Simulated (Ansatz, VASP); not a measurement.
**Two plane-wave programs on SrO**

```
CELL_PARAMETERS angstrom
0.00000 2.56980 2.56980
2.56980 0.00000 2.56980
2.56980 2.56980 0.00000
ATOMIC_POSITIONS crystal
Sr 0.93920 0.93920 0.06080
O 0.50000 0.50000 0.50000
```

Change from the starting cell: all Sr atoms moved +0.312 Å, as atom 1 towards its neighbour atom 2 (O) at 2.570 Å.

Alike in both runs: task single point; functional PBEsol; k mesh 8 × 8 × 8; occupations gaussian, width 0.05 eV; no spin polarisation.

```csv
,VASP,Ansatz
version,VASP 6.6.1,Ansatz 0.2.0
potentials or method,"VASP PAW PBE potentials, release 64 (Sr_sv, O)","scalar-relativistic, plane waves, PAW"
plane-wave cutoff (eV),520,420
valence electrons in the cell,16,16
```

|  | VASP | Ansatz | Ansatz less VASP |
| --- | --- | --- | --- |
| gap on the k mesh at the Fermi level (eV) | 3.25 | 3.29 | +0.037 |
| least direct gap on the mesh (eV) | 3.31 | 3.35 | +0.036 |
| pressure (GPa) | 2.8 | 2.0 | -0.76 |
| largest component of the traceless stress (GPa) | 7.79 | 7.33 | -0.464 |
| rms of the force components (eV/Å) | 0.696 | 0.651 | -0.0442 |

Atom by atom the forces differ by 0.044 eV/Å (rms over components). The functional is the same, so the differences come from potentials, cutoffs and numerics.

Caveats: the PAW data sets were made with another functional, which shifts forces and pressure a little (VASP). A k mesh can miss the band edges.
